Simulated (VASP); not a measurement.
CaSe, 2 atoms in the cell. The structure is tetragonal, space group I-4m2 (No. 119). Conventional cell: a = 4.392 Å, b = 4.392 Å, c = 7.453 Å, α = 90.00°, β = 90.00°, γ = 90.00°. Ca (site symmetry -4m2) has 4 Se at 2.88 Å as nearest neighbours. Se (site symmetry -4m2) has 4 Ca at 2.88 Å as nearest neighbours. The cell comes from a database or a generator and needn't be the stable form of this composition.

* Program: VASP 6.6.1
* Task: single point
* Functional: PBEsol
* Potentials or basis: VASP PAW PBE potentials, release 64 (Ca_sv, Se)
* Cutoff: 520 eV
* k mesh: 8 × 8 × 8
* Occupations: gaussian, width 0.05 eV
* Spin: no spin polarisation
* Dipole correction: no
* Further INCAR settings: ALGO = Fast; EDIFF = 1e-06; NBANDS = 15

Potentials or basis: VASP PAW PBE potentials, release 64 (Ca_sv, Se).

Launch:

```console
$ cat potpaw_PBE.64/Ca_sv/POTCAR potpaw_PBE.64/Se/POTCAR > POTCAR
$ mpirun -np 1 vasp_std > vasp.out
```

Hardware: 1 thread of Intel(R) Xeon(R) Platinum 8259CL CPU @ 2.50GHz (Skylake/Cascade Lake), on a shared host.

Q: Estimate the wall time of this run.

A: Run time: 74 s on 1 thread of Intel(R) Xeon(R) Platinum 8259CL CPU @ 2.50GHz (Skylake/Cascade Lake) (shared host), peak memory 0.24 GiB. Counts: scf iterations 16, k points 59.
